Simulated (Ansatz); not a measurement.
A trial structure of AlN was built thus: 4-connected net, two elements alternating (Pnma, No. 62). Lengths were set from tabulated atomic sizes, so they are only a guess.

```cif
data_structure
_symmetry_space_group_name_H-M 'Pnma'
_symmetry_Int_Tables_number 62
_cell_length_a 5.0906
_cell_length_b 3.1097
_cell_length_c 5.2272
_cell_angle_alpha 90.000
_cell_angle_beta 90.000
_cell_angle_gamma 90.000
_cell_volume 82.75
loop_
_atom_site_label
_atom_site_type_symbol
_atom_site_symmetry_multiplicity
_atom_site_Wyckoff_symbol
_atom_site_fract_x
_atom_site_fract_y
_atom_site_fract_z
_atom_site_occupancy
Al1 Al 4 c 0.82107 0.75000 0.40954 1
N1 N 4 c 0.82107 0.25000 0.59046 1
```

Method: Ansatz 0.2.0, DFT PBE, scalar-relativistic, plane waves, PAW. Cutoff 420 eV, Gaussian smearing, Γ-centred meshes. Cell and atoms relax first on a coarse mesh and then on a converged one. In between, the cell is made exact in the group found at 0.06 Å. The steps can't lower the symmetry of their start. No spin polarisation.

A guess keeps its type if space group and coordination stay and the shape of the cell changes little (axis ratios within about 15 %, angles within 6°); the volume may change.

Task: Will the relaxed cell still be of the starting type?

Result: It keeps its type. The symmetry stays Pnma (No. 62). The volume per atom grows by 17.0 %, from 10.3 to 12.1 Å³. The shortest distance goes from 1.82 Å (Al–N) to 1.84 Å (Al–N). Counting neighbours within 15 % of an atom's shortest distance, the start has Al 4, N 4 and the end Al 4, N 4.

The last run used a 4×8×6 mesh (in the run's order of axes) for its 8-atom cell and Gaussian smearing of 0.02 eV. Symmetry constrained the relaxation, so the result can be a saddle point. Another cell of AlN relaxed alike, in P3m1, lies 103 meV/atom lower, so this cell isn't the stable form at this level.
